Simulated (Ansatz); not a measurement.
# MgS: moving Mg off its site

MgS, F-43m, a = 5.666 Å (as given, not relaxed at this level: -0.4 GPa). This isn't the usual stable structure of the compound. Ansatz: PBEsol, PAW, 420 eV, Γ-centred 8×8×8 mesh on 2 atoms, Gaussian smearing 0.05 eV; no spin polarisation.

```xyz
2
Lattice="0.0000 2.8331 2.8331 2.8331 0.0000 2.8331 2.8331 2.8331 0.0000" Properties=species:S:1:pos:R:3 pbc="T T T"
Mg    0.0000    0.0000    0.0000
S     4.2497    4.2497    4.2497
```

Atom 1 (Mg) moves by x along the unit vector (0.707, 0.707, 0.000), with its periodic images; all else is held. y is the free energy of the cell over the start, F the force along the path summed over the moved atoms. Symmetry makes y even in x.

```
  x (Å) y (meV) F (eV/Å)
-0.3000    259.5      1.82
-0.1500        ?         ?
 0.0000      0.0      0.00
 0.0750     15.5     -0.41
 0.2250    142.9     -1.31
 0.2625    196.4     -1.55
```

Q: Fit y = c2 x² + c4 x⁴ to the energies of the other rows, give the force constant, and predict energy and force of the missing row.

A: Least squares on the rows shown. y = 2744.2 x² + 1544.5 x⁴. The force constant is 2 c2 = 5.49 eV/Å² (for all images moving together, not for a lone atom). With two atoms in a cubic cell this is the optical mode at Γ without the LO field: ω = 521.5 √(2 c2/μ) = 329 cm⁻¹ for μ = 13.82 u. The force −dy/dx at the missing row is 0.84 eV/Å (computed 0.84). At x = -0.1500 the fit asked for gives 62.5 meV. The run gave 62.5 meV, the same to the digits shown.